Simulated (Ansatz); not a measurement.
# HfN: the cost of one run

Program: Ansatz 0.2.0. Level of theory: DFT PBE, scalar-relativistic, plane waves, PAW. These are calculated values, not measurements.

## Step 1: Starting point

Symmetry: P6_3/mmc, No. 194, hexagonal system. Conventional cell: a = 3.134 Å, b = 3.134 Å, c = 5.417 Å, α = 90.00°, β = 90.00°, γ = 120.00°. Hf (site symmetry -6m2) is surrounded by 6 N at 2.26 Å. N (site symmetry -3m) has 6 Hf at 2.26 Å as nearest neighbours.

Structure file:

```xyz
4
Lattice="3.1339 0.0000 0.0000 -1.5670 2.7140 0.0000 0.0000 0.0000 5.4168" Properties=species:S:1:pos:R:3 pbc="T T T"
Hf    1.5670    0.9047    4.0626
Hf    0.0000    1.8094    1.3542
N     0.0000    0.0000    0.0000
N     0.0000    0.0000    2.7084
```

The start is a polymorph listed in a database, not an invented cell.

## Step 2: A first look at the guess

Input file input.yaml:

```yaml
crystal:
  lattice:
    - [3.13390798, 0.0, 0.0]
    - [-1.56695399, 2.71404393, 0.0]
    - [0.0, 0.0, 5.4167676]
  atoms:
    - { symbol: Hf, position: [0.66666667, 0.33333333, 0.75] }
    - { symbol: Hf, position: [0.33333333, 0.66666667, 0.25] }
    - { symbol: "N", position: [0.0, 0.0, 0.0] }
    - { symbol: "N", position: [0.0, 0.0, 0.5] }
basis:
  ecutwfc: 420
kpoints:
  mp_grid: { grid: [6, 6, 4] }
hamiltonian:
  xc: pbe
scf:
  occupations: { method: gaussian, width: 0.1 }
  lower_state_search: "off"
output:
  forces: true
  stress: true
  eigenvalues: true
```

Command:

```bash
ansatz run input.yaml --threads 1 --pin off --max-ram 2560MiB --backend cpu --events-out ev --progress --plain --runs-dir out
```

Q: Estimate wall time and peak memory on 1 thread of Arm Neoverse V1, shared host.

About 2.6 s, with a peak of 0.3 GiB.
